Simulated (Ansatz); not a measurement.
Runs of Ansatz 0.2.0 on Al. The structure is hexagonal, space group P6/mmm (No. 191). The conventional cell has a = 4.547 Å, b = 4.547 Å, c = 2.754 Å, α = 90.00°, β = 90.00°, γ = 120.00°. Around Al (site symmetry -6m2) lie 5 Al at 2.63 to 2.75 Å. The cell was built by a generator and needn't be a form met in nature.

```csv
task,level,cell,points for each segment of the path,gap on the mesh (eV),pressure (GPa),relaxed volume (Å³/atom)
band structure,HSE06,as given,4,none,(a),-
relaxation of cell and atoms,HSE06,relaxed,-,none,0.0,24.72
single point,B3LYP,as given,-,none,1.9,-
relaxation of cell and atoms,B3LYP,relaxed,-,none,0.0,25.78
band structure,HSE03,as given,4,none,0.4,-
single point,PBEsol0,as given,-,none,(c),-
relaxation of cell and atoms,PBEsol0,relaxed,-,none,0.0,24.42
relaxation of cell and atoms,PBE0,relaxed,-,none,0.0,(b)
single point,PBE0,as given,-,none,0.2,-
```

Alike in all rows: potentials or basis Ansatz PAW; no spin polarisation; k mesh 4 × 4 × 5; cutoff (eV) 420; smearing fermi-dirac 0.05 eV; the mesh is coarse, so values aren't converged.

Q: Estimate the missing entries.

A: (a) 0.3; (b) 24.77; (c) -0.5.

Caveats: all runs use coarse meshes; the PAW data sets come from PBE, with cores solved anew for the run's functional, which leaves a small shift of forces and pressure; the thresholds are loose for stress (some runs); the plane-wave basis is chosen anew once the cell has moved, so the energies of steps on either side of that aren't comparable (some runs).

A gap of «none» marks a metal or a gap under the smearing width.
